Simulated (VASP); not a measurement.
# VASP 6.6.1 run: KBr

INCAR

```
LASPH = .TRUE.
SIGMA = 0.02
ISIF = 2
NSW = 0
NBANDS = 15
PREC = Accurate
NELM = 120
GGA = PE
EDIFF = 1E-7
LCHARG = .FALSE.
ISMEAR = -1
LWAVE = .FALSE.
ENCUT = 520
LREAL = Auto
IBRION = -1
```

KPOINTS

```
KPOINTS created by Atomic Simulation Environment
0
Gamma
6 6 6
0 0 0
```

POSCAR

```
K  Br
 1.0000000000000000
     0.0000000000000000    3.3022478065000000    3.3022478065000000
     3.3352702846000000    0.0000000000000000    3.3022478065000000
     3.3352702846000000    3.3022478065000000    0.0000000000000000
 K   Br
   1   1
Cartesian
  0.0000000000000000  0.0000000000000000  0.0000000000000000
  3.3352702846000000  3.3022478065000000  3.3022478065000000
```

The recommended PBE PAW datasets give the neutral cell 16 valence electrons.

Command

```
mpirun -np 1 vasp_std
```

OSZICAR

```
N       E                     dE             d eps       ncg     rms          rms(c)
DAV:   1     0.980966073674E+02    0.98097E+02   -0.68219E+03   900   0.935E+02
DAV:   2     0.345482591183E-02   -0.98093E+02   -0.91276E+02  1159   0.228E+02
DAV:   3    -0.617451963944E+01   -0.61780E+01   -0.61476E+01  1237   0.497E+01
DAV:   4    -0.639208223751E+01   -0.21756E+00   -0.21751E+00  1324   0.839E+00
DAV:   5    -0.639373448777E+01   -0.16523E-02   -0.16522E-02  1272   0.824E-01    0.305E+00
DAV:   6    -0.621946994799E+01    0.17426E+00   -0.22082E-01  1103   0.224E+00    0.223E+00
DAV:   7    -0.620793562724E+01    0.11534E-01   -0.10927E-01  1215   0.176E+00    0.101E+00
DAV:   8    -0.621709035508E+01   -0.91547E-02   -0.12464E-02  1019   0.797E-01    0.112E-01
DAV:   9    -0.621792129785E+01   -0.83094E-03   -0.85767E-04  1201   0.179E-01    0.785E-02
DAV:  10    -0.621819922001E+01   -0.27792E-03   -0.27785E-04   942   0.965E-02    0.115E-02
DAV:  11    -0.621821603415E+01   -0.16814E-04   -0.26516E-05  1169   0.291E-02    0.565E-03
DAV:  12    -0.621821785149E+01   -0.18173E-05   -0.42876E-06   928   0.138E-02    0.153E-03
DAV:  13    -0.621821796455E+01   -0.11306E-06   -0.11576E-07  1215   0.185E-03    0.533E-04
DAV:  14    -0.621821808903E+01   -0.12448E-06   -0.42262E-08   787   0.122E-03    0.367E-04
DAV:  15    -0.621821808294E+01    0.60877E-08   -0.47849E-09   604   0.408E-04
   1 F= -.62182181E+01 E0= -.62182181E+01  d E =-.238485E-12
```

Standard output (part)

```
POSCAR found type information on POSCAR K Br
 POSCAR found :  2 types and       2 ions
|     You have a (more or less) 'small supercell' and for smaller cells       |
|     it is recommended to use the reciprocal-space projection scheme!        |
|     The real-space optimization is not efficient for small cells and it     |
|     is also less accurate ...                                               |
|     Therefore, set LREAL=.FALSE. in the INCAR file.                         |
 LDA part: xc-table for (Slater+PW92), standard interpolation
 POSCAR, INCAR and KPOINTS ok, starting setup
 WAVECAR not read
 entering main loop
```

From OUTCAR

```
k-points           NKPTS =     30   k-points in BZ     NKDIM =     30   number of bands    NBANDS=     15

   NELECT =      16.0000    total number of electrons

   dimension x,y,z NGX =    36 NGY =   36 NGZ =   36
   dimension x,y,z NGXF=    72 NGYF=   72 NGZF=   72

  energy-cutoff  :      520.00
  volume of cell :       72.74
      direct lattice vectors                 reciprocal lattice vectors
     0.000000000  3.302247807  3.302247807    -0.149912888  0.151412017  0.151412017
     3.335270285  0.000000000  3.302247807     0.149912888 -0.151412017  0.151412017
     3.335270285  3.302247807  0.000000000     0.149912888  0.151412017 -0.151412017

 k-points in reciprocal lattice and weights: KPOINTS created by Atomic Simulation Env
   0.00000000  0.00000000  0.00000000       0.005
   0.16666667 -0.00000000 -0.00000000       0.037
   0.33333333  0.00000000  0.00000000       0.037
   0.50000000  0.00000000  0.00000000       0.019
   0.16666667  0.16666667  0.00000000       0.019
   0.33333333  0.16666667  0.00000000       0.074
   0.50000000  0.16666667  0.00000000       0.074
  -0.33333333  0.16666667 -0.00000000       0.074
   ...

 E-fermi :  -1.2883

 k-point     1 :       0.0000    0.0000    0.0000
  band No.  band energies     occupation
      1     -29.5942      2.00000
      2     -14.0659      2.00000
      3     -13.0710      2.00000
      4     -13.0706      2.00000
      5     -13.0706      2.00000
      6      -1.7904      2.00000
      7      -1.7864      2.00000
      8      -1.7864      2.00000
      9       2.6139      0.00000
     10       5.7735      0.00000
     11       5.8336      0.00000
     12       5.8336      0.00000
     13       6.6075      0.00000
     14       6.6512      0.00000
     15       9.7839      0.00000

 k-point     2 :       0.1667   -0.0000   -0.0000
  band No.  band energies     occupation
      1     -29.5929      2.00000
      2     -14.1166      2.00000
      3     -13.0725      2.00000
      4     -13.0717      2.00000
      5     -13.0032      2.00000
      6      -2.1457      2.00000
      7      -1.8748      2.00000
      8      -1.8724      2.00000
      9       3.2625      0.00000
     10       5.6709      0.00000
     11       6.1167      0.00000
     12       6.1522      0.00000
     13       6.9564      0.00000
     14       7.0042      0.00000
     15      10.6542      0.00000

 k-point     3 :       0.3333    0.0000    0.0000
  band No.  band energies     occupation
      1     -29.5902      2.00000
      2     -14.2031      2.00000
      3     -13.0757      2.00000
      4     -13.0738      2.00000
      5     -12.8822      2.00000
      6      -2.7075      2.00000
      7      -2.0357      2.00000
      8      -2.0341      2.00000
      9       4.3743      0.00000
     10       5.9025      0.00000
     11       6.9764      0.00000
     12       7.0061      0.00000
     13       7.8358      0.00000
     14       7.8937      0.00000
     15       9.6391      0.00000

 ...

  Total        0.1635429      0.2994537      0.2994537      0.0000000      0.0000000     -0.0000000
  in kB        3.6021521      6.5956844      6.5956844      0.0000000      0.0000000     -0.0000000
  external PRESSURE =       5.5978403 kB  Pullay stress =       0.0000000 kB

 POSITION                                       TOTAL-FORCE (eV/Angst)
 -----------------------------------------------------------------------------------
      0.00000      0.00000      0.00000         0.000000      0.000000     -0.000000
      3.33527      3.30225      3.30225         0.000000     -0.000000      0.000000
 -----------------------------------------------------------------------------------
    total drift:                                0.000000      0.000000      0.000000

  FREE ENERGIE OF THE ION-ELECTRON SYSTEM (eV)
  ---------------------------------------------------
  free  energy   TOTEN  =        -6.2182180829 eV

  energy  without entropy=       -6.2182180829  energy(sigma->0) =       -6.21821808
```

It converged. Results: gap between bands v and c on the k mesh 4.40 eV; least direct gap on the k mesh 4.40 eV; pressure 0.6 GPa. Band v is the last that the valence electrons fill when counted band by band, and c is the next.

For comparison, a separate PBE run of the intended cell, on usual settings and not on those above, gives a gap of 4.40 eV on its mesh and a pressure of 0.6 GPa.

The run above took about 20 s on one core of a shared host (Intel Xeon 6975P-C) and held 0.2 GiB at most.
